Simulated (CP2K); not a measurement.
Runs of CP2K 2026.2 on Sb. It takes space group R-3m (No. 166, trigonal). The conventional cell has a = 4.308 Å, b = 4.308 Å, c = 11.274 Å, α = 90.00°, β = 90.00°, γ = 120.00°. Sb (site symmetry 3m) has 3 Sb at 2.91 Å as nearest neighbours. 

| level | cutoff of the non-local correlation (Ry) | gap on the mesh (eV) | pressure (GPa) | largest force (eV/Å) |
| --- | --- | --- | --- | --- |
| PBEsol | - | none | (b) | (a) |
| optB88-vdW | 300 | none | (c) | 0.18 |
| TASK | - | none | 5.3 | 0.10 |
| revPBE | - | none | 3.9 | 0.19 |
| vdW-DF-cx | 300 | none | 3.4 | 0.28 |
| LDA | - | none | 2.6 | 0.33 |

Alike in all rows: task single point; potentials or basis POTENTIAL_UZH Sb GTH-PBE-q5; TZVP-MOLOPT-PBE-GTH basis; no spin polarisation; cell as given; k mesh 8 × 8 × 8; smearing fermi-dirac 0.05 eV.

**Question.** Estimate the missing entries.

**Answer.** (a) 0.32; (b) 2.5; (c) 5.0.

Caveats: the potentials were made for another functional, which shifts forces and pressure; the basis of atomic orbitals isn't converged, which shifts pressures, moduli and gaps.

A k mesh can miss the band edges, and the runs leave out spin-orbit coupling on Sb.

A gap of «none» marks a metal or a gap under the smearing width.

Runs at the PBE level aren't shown here.
